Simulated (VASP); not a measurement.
# TiB2 (P6/mmm) in VASP: settings compared, part 2 of 2

VASP 6.6.1.

**3. Wannier functions by SCDM, PBE**

The input, POSCAR:

```
TiB2
1.0
    3.0292000000      0.0000000000      0.0000000000
   -1.5146000000      2.6233641531      0.0000000000
    0.0000000000      0.0000000000      3.2284000000
Ti B
1 2
Direct
    0.0000000000      0.0000000000      0.0000000000
    0.6666666667      0.3333333333      0.5000000000
    0.3333333333      0.6666666667      0.5000000000
```

The input, INCAR.step1:

```
SYSTEM = TiB2
PREC = Accurate
ENCUT = 520
EDIFF = 1E-6
ISMEAR = 0
SIGMA = 0.02
LREAL = .False.
LASPH = .True.
NELM = 60
ALGO = Normal
ISIF = 2
LWAVE = .True.
LCHARG = .True.
GGA = PE
```

The input, INCAR.step2:

```
SYSTEM = TiB2
PREC = Accurate
ENCUT = 520
EDIFF = 1E-6
ISMEAR = 0
SIGMA = 0.02
LREAL = .False.
LASPH = .True.
NELM = 60
ALGO = Normal
ISIF = 2
LWAVE = .False.
LCHARG = .False.
GGA = PE
ISTART = 1
ICHARG = 11
ISYM = -1
NUM_WANN = 9
LSCDM = .True.
```

The input, KPOINTS:

```
regular mesh
0
Gamma
  5 5 4
  0 0 0
```

The input, KPOINTS_OPT:

```
path GMKGALHA,LM,KH
12
line-mode
reciprocal
 0.0000000000  0.0000000000  0.0000000000  G
 0.5000000000  0.0000000000  0.0000000000  M

 0.5000000000  0.0000000000  0.0000000000  M
 0.3333333333  0.3333333333  0.0000000000  K

 0.3333333333  0.3333333333  0.0000000000  K
 0.0000000000  0.0000000000  0.0000000000  G

 0.0000000000  0.0000000000  0.0000000000  G
 0.0000000000  0.0000000000  0.5000000000  A

 0.0000000000  0.0000000000  0.5000000000  A
 0.5000000000  0.0000000000  0.5000000000  L

 0.5000000000  0.0000000000  0.5000000000  L
 0.3333333333  0.3333333333  0.5000000000  H

 0.3333333333  0.3333333333  0.5000000000  H
 0.0000000000  0.0000000000  0.5000000000  A

 0.5000000000  0.0000000000  0.5000000000  L
 0.5000000000  0.0000000000  0.0000000000  M

 0.3333333333  0.3333333333  0.0000000000  K
 0.3333333333  0.3333333333  0.5000000000  H
```

The input, KPOINTS_WAN:

```
path GMKGALHA,LM,KH
12
line-mode
reciprocal
 0.0000000000  0.0000000000  0.0000000000  G
 0.5000000000  0.0000000000  0.0000000000  M

 0.5000000000  0.0000000000  0.0000000000  M
 0.3333333333  0.3333333333  0.0000000000  K

 0.3333333333  0.3333333333  0.0000000000  K
 0.0000000000  0.0000000000  0.0000000000  G

 0.0000000000  0.0000000000  0.0000000000  G
 0.0000000000  0.0000000000  0.5000000000  A

 0.0000000000  0.0000000000  0.5000000000  A
 0.5000000000  0.0000000000  0.5000000000  L

 0.5000000000  0.0000000000  0.5000000000  L
 0.3333333333  0.3333333333  0.5000000000  H

 0.3333333333  0.3333333333  0.5000000000  H
 0.0000000000  0.0000000000  0.5000000000  A

 0.5000000000  0.0000000000  0.5000000000  L
 0.5000000000  0.0000000000  0.0000000000  M

 0.3333333333  0.3333333333  0.0000000000  K
 0.3333333333  0.3333333333  0.5000000000  H
```

Potentials or basis: VASP PAW PBE potentials, release 64 (Ti_sv, B).

Run with:

```sh
$ cat potpaw_PBE.64/Ti_sv/POTCAR potpaw_PBE.64/B/POTCAR > POTCAR
$ cp INCAR.step1 INCAR
$ mpirun -np 1 vasp_std > vasp.out
$ cp INCAR.step2 INCAR
$ mpirun -np 1 vasp_std > vasp.out
```

OUTCAR:

```text
SYSTEM = TiB2
   PREC = Accurate
   ENCUT = 520
   EDIFF = 1E-6
   ISMEAR = 0
   LREAL = .False.
   LASPH = .True.
   NELM = 60
   ISIF = 2
   GGA = PE
   ISTART = 1
   ICHARG = 11
   ISYM = -1

 ion  position               nearest neighbor table
   1  0.000  0.000  0.000-   2 2.38   3 2.38   2 2.38   3 2.38   3 2.38   3 2.38   2 2.38   2 2.38
                             2 2.38   2 2.38   3 2.38   3 2.38
   2  0.667  0.333  0.500-   3 1.75   3 1.75   3 1.75   1 2.38   1 2.38   1 2.38   1 2.38   1 2.38
                             1 2.38
   3  0.333  0.667  0.500-   2 1.75   2 1.75   2 1.75   1 2.38   1 2.38   1 2.38   1 2.38   1 2.38
                             1 2.38

IMPORTANT INFORMATION: All symmetrisations will be switched off!
NOSYMM: (Re-)initialisation of all symmetry stuff for point group C_1.

----------------------------------------------------------------------------------------

                                     Primitive cell

  volume of cell :      25.6551

  direct lattice vectors                    reciprocal lattice vectors
     3.029200000  0.000000000  0.000000000     0.330120164  0.190594965  0.000000000
    -1.514600000  2.623364153  0.000000000     0.000000000  0.381189931  0.000000000
     0.000000000  0.000000000  3.228400000     0.000000000  0.000000000  0.309750960

  length of vectors
     3.029200000  3.029200000  3.228400000     0.381189931  0.381189931  0.309750960

  position of ions in fractional coordinates (direct lattice)
     0.000000000  0.000000000  0.000000000
     0.666666667  0.333333333  0.500000000
     0.333333333  0.666666667  0.500000000

  ion indices of the primitive-cell ions
   primitive index   ion index
                 1           1
                 2           2
                 3           3

----------------------------------------------------------------------------------------

 KPOINTS: regular mesh

Automatic generation of k-mesh.
 Grid dimensions read from file:
 generate k-points for:    5    5    4

 Generating k-lattice:

  Cartesian coordinates                     Fractional coordinates (reciprocal lattice)
[... 93 lines left out ...]
  energy-cutoff  :      520.00
  volume of cell :       25.66
 maximum number of plane-waves:       721

 number of electron      18.0000002 magnetization

 Free energy of the ion-electron system (eV)
  ---------------------------------------------------
  ext. energy  EPLUGINS =         0.00000000
  ---------------------------------------------------
  free energy    TOTEN  =       -24.40437749 eV

  energy without entropy =      -24.40395348  energy(sigma->0) =      -24.40416549

 E-fermi :   9.9395     XC(G=0): -12.7678

 val. band max:        9.8164143773   @ k =   0.0000   0.0000   0.5000
 cond. band min:       9.9532292418   @ k =  -0.2000  -0.4000   0.0000
 fundamental gap:      0.1368148644
 Fermi energy:         9.9395484392

 k-point     1 :       0.0000    0.0000    0.0000
  band No.  band energies     occupation
      1     -46.9726      2.00000
      2     -23.3148      2.00000
      3     -23.0135      2.00000
      4     -23.0135      2.00000
      5      -3.5012      2.00000
      6       7.4004      2.00000
      7       7.4004      2.00000
      8       7.6771      2.00000
      9       7.8821      2.00000
     10      11.8776      0.00000
     11      11.8776      0.00000
     12      13.6443      0.00000
     13      13.6443      0.00000
[... 354 lines left out ...]
  band No.  band energies     occupation
      1     -46.9140      2.00000
      2     -23.3683      2.00000
      3     -23.2403      2.00000
      4     -23.1954      2.00000
      5       1.0954      2.00000
      6       1.2094      2.00000
      7       4.1599      2.00000
      8       7.2792      2.00000
      9       9.3924      2.00000
     10       9.9532      0.33335
     11      11.9744      0.00000
     12      12.6696      0.00000
     13      15.6960      0.00000

 [... further k-points ...]

------------------------ aborting loop because EDIFF is reached ----------------------------------------

  FORCE on cell =-STRESS in cart. coord.  units (eV):
  Direction    XX          YY          ZZ          XY          YZ          ZX
  --------------------------------------------------------------------------------------
  -------------------------------------------------------------------------------------
  Total        0.2739980      0.2741252     -0.2597092      0.0000591      0.0000170      0.0000147
  in kB       17.1113422     17.1192881    -16.2190020      0.0036935      0.0010594      0.0009166
  external PRESSURE =       6.0038761 kB  Pullay stress =       0.0000000 kB

 VOLUME and BASIS-vectors are now :
 -----------------------------------------------------------------------------
  energy-cutoff  :      520.00
  volume of cell :       25.66
      direct lattice vectors                 reciprocal lattice vectors
     3.029200000  0.000000000  0.000000000     0.330120164  0.190594965  0.000000000
    -1.514600000  2.623364153  0.000000000     0.000000000  0.381189931  0.000000000
     0.000000000  0.000000000  3.228400000     0.000000000  0.000000000  0.309750960

 POSITION                                       TOTAL-FORCE (eV/Angst)
 -----------------------------------------------------------------------------------
      0.00000      0.00000      0.00000         0.000000     -0.000000     -0.000000
      1.51460      0.87445      1.61420         0.000006     -0.000013      0.000001
     -0.00000      1.74891      1.61420        -0.000006      0.000013     -0.000001
 -----------------------------------------------------------------------------------
    total drift:                                0.000000     -0.000000     -0.000000

  FREE ENERGIE OF THE ION-ELECTRON SYSTEM (eV)
  ---------------------------------------------------
  free  energy   TOTEN  =       -24.4043774944 eV

  energy  without entropy=      -24.4039534833  energy(sigma->0) =      -24.40416549
```

OSZICAR.step1:

```text
N       E                     dE             d eps       ncg     rms          rms(c)
DAV:   1     0.124470089465E+03    0.12447E+03   -0.91688E+03   390   0.157E+03
DAV:   2    -0.198076454261E+02   -0.14428E+03   -0.14065E+03   395   0.382E+02
DAV:   3    -0.293097929269E+02   -0.95021E+01   -0.94295E+01   557   0.929E+01
DAV:   4    -0.295881013416E+02   -0.27831E+00   -0.27812E+00   505   0.151E+01
DAV:   5    -0.295971281115E+02   -0.90268E-02   -0.90264E-02   577   0.225E+00    0.166E+01
DAV:   6    -0.243731438509E+02    0.52240E+01   -0.26175E+01   505   0.594E+01    0.379E+00
DAV:   7    -0.244021714329E+02   -0.29028E-01   -0.15971E+00   443   0.151E+01    0.323E+00
DAV:   8    -0.244108899086E+02   -0.87185E-02   -0.16024E-01   525   0.354E+00    0.725E-01
DAV:   9    -0.244051370294E+02    0.57529E-02   -0.68017E-02   487   0.343E+00    0.286E-01
DAV:  10    -0.244043449415E+02    0.79209E-03   -0.49099E-03   501   0.948E-01    0.611E-02
DAV:  11    -0.244043715640E+02   -0.26623E-04   -0.56244E-04   524   0.322E-01    0.658E-02
DAV:  12    -0.244043396610E+02    0.31903E-04   -0.24277E-04   479   0.209E-01    0.955E-03
DAV:  13    -0.244043376090E+02    0.20520E-05   -0.15706E-05   519   0.529E-02    0.208E-03
DAV:  14    -0.244043376836E+02   -0.74630E-07   -0.23710E-07   215   0.638E-03
   1 F= -.24404338E+02 E0= -.24404126E+02  d E =-.424011E-03
```

It took 40 s on 1 thread of Intel Xeon Platinum 8259CL at 2.50GHz (Skylake/Cascade Lake), shared host; peak memory 0.18 GiB.

What came out:

| Quantity | Value |
| --- | --- |
| Band gap along the path | none (metal or under the smearing width) |

Levels at the corners of the path, in eV from the Fermi level:
```
point  band 7  band 8  band 9  band 10  band 11  band 12
    Γ   -2.54   -2.26   -2.06     1.94     1.94     3.70
    M   -3.20   -3.16   -2.21     1.39     2.78     3.26
    M   -3.20   -3.16   -2.21     1.39     2.78     3.26
    K   -7.28   -1.80   -1.80     1.42     1.42     2.05
    K   -7.28   -1.80   -1.80     1.42     1.42     2.05
    Γ   -2.54   -2.26   -2.06     1.94     1.94     3.70
    Γ   -2.54   -2.26   -2.06     1.94     1.94     3.70
    A   -0.48   -0.48   -0.12    -0.12     0.48     0.48
    A   -0.48   -0.48   -0.12    -0.12     0.48     0.48
    L   -4.57   -3.77   -3.08     2.53     2.96     4.51
    L   -4.57   -3.77   -3.08     2.53     2.96     4.51
    H   -5.66   -3.10   -3.10     2.56     4.28     4.28
    H   -5.66   -3.10   -3.10     2.56     4.28     4.28
    A   -0.48   -0.48   -0.12    -0.12     0.48     0.48
    L   -4.57   -3.77   -3.08     2.53     2.96     4.51
    M   -3.20   -3.16   -2.21     1.39     2.78     3.26
    K   -7.28   -1.80   -1.80     1.42     1.42     2.05
    H   -5.66   -3.10   -3.10     2.56     4.28     4.28
```

Caveat: the k mesh is coarse (spacing up to 0.49 Å⁻¹), so the values aren't converged.

**4. Equation of state, PBEsol, 8.04 Å³/atom (a relaxed cell with its volume scaled by 0.96)**

The input, INCAR:

```
PREC = Accurate ; ENCUT = 520
EDIFF = 1E-6 ; ISMEAR = -1
SIGMA = 0.05 ; LREAL = F
LASPH = T ; NELM = 60
ALGO = Fast ; ISIF = 2
LWAVE = F ; LCHARG = F
GGA = PS
```

The input, KPOINTS:

```
Automatic mesh
0
Gamma
  8 8 8
```

The input, POSCAR:

```
TiB2                                    
1.0
    2.9795180071      0.0000000000      0.0000000000
   -1.4897590035      2.5803382851     -0.0000000000
    0.0000000000      0.0000000000      3.1386511030
  Ti              B             
     1     2
Direct
     0.0000000000000000    0.0000000000000000    0.0000000000000000
     0.6666666667000030    0.3333333332999970    0.5000000000000000
     0.3333333332999970    0.6666666667000030    0.5000000000000000
```

Run with:

```sh
$ cat potpaw_PBE.64/Ti_sv/POTCAR potpaw_PBE.64/B/POTCAR > POTCAR
$ mpirun -np 1 vasp_std > vasp.out
```

Run time: 38 s. Hardware: 1 thread of Intel Xeon Platinum 8488C (Sapphire Rapids), shared host; peak memory 0.14 GiB.

The run converged. Its results:

| Property | Result |
| --- | --- |
| Free energy | -25.7598 eV |
| Pressure | 11.8 GPa |
| Band gap on the k mesh | none (metal or under the smearing width) |

Caveat: the PAW data sets were made with another functional, which shifts forces and pressure a little.

**5. Equation of state, PBEsol, 8.21 Å³/atom (a relaxed cell with its volume scaled by 0.98)**

INCAR is that of step 4.

KPOINTS is that of step 4.

The input, POSCAR:

```
TiB2                                    
1.0
    3.0000670565      0.0000000000      0.0000000000
   -1.5000335282      2.5981342839     -0.0000000000
    0.0000000000      0.0000000000      3.1602976567
  Ti              B             
     1     2
Direct
     0.0000000000000000    0.0000000000000000    0.0000000000000000
     0.6666666667000030    0.3333333332999970    0.5000000000000000
     0.3333333332999970    0.6666666667000030    0.5000000000000000
```

Run with:

```sh
$ cat potpaw_PBE.64/Ti_sv/POTCAR potpaw_PBE.64/B/POTCAR > POTCAR
$ mpirun -np 1 vasp_std > vasp.out
```

It took 35 s on 1 thread of Intel Xeon Platinum 8488C (Sapphire Rapids), shared host; peak memory 0.14 GiB.

Results (log left out):

- Free energy: -25.7874 eV
- Pressure: 5.6 GPa
- Band gap on the k mesh: none (metal or under the smearing width)

Caveat: the PAW data sets were made with another functional, which shifts forces and pressure a little.

**6. Equation of state, PBEsol, 8.38 Å³/atom**

INCAR is that of step 5.

KPOINTS is that of step 5.

The input, POSCAR:

```
TiB2                                    
1.0
    3.0203383947      0.0000000000      0.0000000000
   -1.5101691974      2.6156897778     -0.0000000000
    0.0000000000      0.0000000000      3.1816516670
  Ti              B             
     1     2
Direct
     0.0000000000000000    0.0000000000000000    0.0000000000000000
     0.6666666667000030    0.3333333332999970    0.5000000000000000
     0.3333333332999970    0.6666666667000030    0.5000000000000000
```

Potentials or basis: VASP PAW PBE potentials, release 64 (Ti_sv, B).

Run with:

```sh
$ cat potpaw_PBE.64/Ti_sv/POTCAR potpaw_PBE.64/B/POTCAR > POTCAR
$ mpirun -np 1 vasp_std > vasp.out
```

Wall time 34 s (1 thread of Intel Xeon Platinum 8488C (Sapphire Rapids), shared host); peak memory 0.14 GiB.

It converged, with:

```yaml
Free_energy: -25.7965 eV
Pressure: 0.0 GPa
Band_gap_on_the_k_mesh: none (metal or under the smearing width)
```

Caveat: the PAW data sets were made with another functional, which shifts forces and pressure a little.

**7. Equation of state, PBEsol, 8.55 Å³/atom (a relaxed cell with its volume scaled by 1.02)**

INCAR is that of step 6.

KPOINTS is that of step 6.

The input, POSCAR:

```
TiB2                                    
1.0
    3.0403412187      0.0000000000      0.0000000000
   -1.5201706093      2.6330127315     -0.0000000000
    0.0000000000      0.0000000000      3.2027228219
  Ti              B             
     1     2
Direct
     0.0000000000000000    0.0000000000000000    0.0000000000000000
     0.6666666667000030    0.3333333332999970    0.5000000000000000
     0.3333333332999970    0.6666666667000030    0.5000000000000000
```

Run with:

```sh
$ cat potpaw_PBE.64/Ti_sv/POTCAR potpaw_PBE.64/B/POTCAR > POTCAR
$ mpirun -np 1 vasp_std > vasp.out
```

Wall time 36 s (1 thread of Intel Xeon Platinum 8488C (Sapphire Rapids), shared host); peak memory 0.15 GiB.

It converged, with:

```yaml
Free_energy: -25.7887 eV
Pressure: -5.1 GPa
Band_gap_on_the_k_mesh: none (metal or under the smearing width)
```

Caveat: the PAW data sets were made with another functional, which shifts forces and pressure a little.

**8. Equation of state, PBEsol, 8.71 Å³/atom (a relaxed cell with its volume scaled by 1.04)**

INCAR is that of step 7.

KPOINTS is that of step 7.

The input, POSCAR:

```
TiB2                                    
1.0
    3.0600842473      0.0000000000      0.0000000000
   -1.5300421237      2.6501106959     -0.0000000000
    0.0000000000      0.0000000000      3.2235203061
  Ti              B             
     1     2
Direct
     0.0000000000000000    0.0000000000000000    0.0000000000000000
     0.6666666667000030    0.3333333332999970    0.5000000000000000
     0.3333333332999970    0.6666666667000030    0.5000000000000000
```

Run with:

```sh
$ cat potpaw_PBE.64/Ti_sv/POTCAR potpaw_PBE.64/B/POTCAR > POTCAR
$ mpirun -np 1 vasp_std > vasp.out
```

It took 38 s on 1 thread of Intel Xeon Platinum 8488C (Sapphire Rapids), shared host; peak memory 0.14 GiB.

It converged, with:

```
Free energy            : -25.7657 eV
Pressure               : -9.7 GPa
Band gap on the k mesh : none (metal or under the smearing width)
```

Caveat: the PAW data sets were made with another functional, which shifts forces and pressure a little.

**9. Equation of state, PBEsol**

This run uses another cell than the first one, of 8.38 Å³/atom, 0.980 times its volume.

Potentials or basis: VASP PAW PBE potentials, release 64 (Ti_sv, B).

No new run: the results of the series are fitted here.

Results:

```
Equilibrium volume                        : 8.38 Å³/atom
Bulk modulus at fixed shape and positions : 267 GPa
Pressure derivative of the bulk modulus   : 3.8 (rough: it moves with the points fitted)
```

Energy against volume, from the lowest point:
```
volume (Å³/atom)  energy (meV/atom)
           8.043              12.21
           8.211               3.02
           8.379               0.00
           8.546               2.57
           8.714              10.25
```

Caveat: the cell was scaled at fixed shape and fractional positions, which overstates the stiffness of a crystal with free parameters, most of all of layers and chains; the PAW data sets were made with another functional, which shifts forces and pressure a little.

**10. For comparison**

An earlier run on the cell as given: functional PBE; potentials or basis VASP PAW PBE potentials, release 64 (Ti_sv, B); cutoff 520 eV; k mesh 10 × 10 × 8; occupations fermi-dirac, width 0.05 eV; no spin polarisation.

* Pressure: 0.5 GPa
* Band gap on the k mesh: none (metal or under the smearing width)
